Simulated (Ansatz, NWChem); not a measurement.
Computed against measured: dipole moment

8 molecules of light elements (H to F); the dipole moment in D, computed less measured. Shapes, held fixed at every level: PBE0-D4/def2-TZVP. No vibrational averaging. Dipoles are compared by magnitude; molecules under 1 D, whose direction can flip, are left out. Programs: Ansatz 0.2.0, NWChem 7.3.0. Measured values: NIST CCCBDB.

Levels: A = r2SCAN-D4/def2-TZVPP; B = B3LYP/6-31G* (Cartesian functions); C = B3LYP-D4/def2-TZVPP.

```tsv
molecule	measured	A	B	C
HNC (SMILES [C-]#[NH+])	3.05	+0.09	-0.08	+0.03
CHFO (formyl fluoride)	2.02	+0.02	-0.05	+0.07
CH3N (methanimine)	2.00	-0.04	-0.05	-0.01
CHF3 (trifluoromethane)	1.65	-0.15	-0.26	-0.08
C2H2F2 (SMILES C=C(F)F)	1.38	-0.34	-0.43	-0.21
C2H4F2 (1,1-difluoroethane)	2.27	-0.13	-0.34	-0.07
C2H5N (N-methylmethanimine)	1.53	-0.10	-0.12	-0.06
C3H6O (propylene oxide)	2.01	-0.16	-0.08	-0.09
```

Which level does best on this set, which worst, and which err to one side?


| level | kind | mean error | mean absolute error | worst case |
| --- | --- | --- | --- | --- |
| r2SCAN-D4/def2-TZVPP | meta-GGA | -0.101 | 0.129 | C2H2F2 |
| B3LYP/6-31G* (Cartesian functions) | global hybrid | -0.176 | 0.176 | C2H2F2 |
| B3LYP-D4/def2-TZVPP | global hybrid | -0.053 | 0.078 | C2H2F2 |

On this set B3LYP-D4/def2-TZVPP has the smallest mean absolute error and B3LYP/6-31G* (Cartesian functions) the largest. r2SCAN-D4/def2-TZVPP is too low in 6 of 8; B3LYP/6-31G* (Cartesian functions) is too low in 8 of 8; B3LYP-D4/def2-TZVPP is too low in 6 of 8. The levels differ in basis as well as in method. The set is small.

At fixed shape the D4 term leaves the electron density, and hence the dipole, untouched, so the two B3LYP columns isolate the effect of the basis. The larger basis raises the dipole in every molecule except propylene oxide, where it barely changes. The gain is greatest in 1,1-difluoroethane, 1,1-difluoroethene and trifluoromethane. Fluorine's compact, electron-rich valence shell needs flexible radial and polarization functions, and the small basis probably describes the polarity of the C–F bonds too poorly.

In the shared larger basis, r2SCAN gives smaller dipoles than B3LYP everywhere but in HNC, perhaps because exact exchange favours stronger charge separation. 1,1-Difluoroethene remains the hardest case at all three levels. There, π donation from the fluorine lone pairs opposes σ withdrawal, so a modest error in either can weigh heavily on the net dipole. Its persistent deficit may also reflect missing diffuse functions or the common geometry. The poor showing of B3LYP/6-31G* is therefore largely a basis-set failure, not a verdict on the functional.
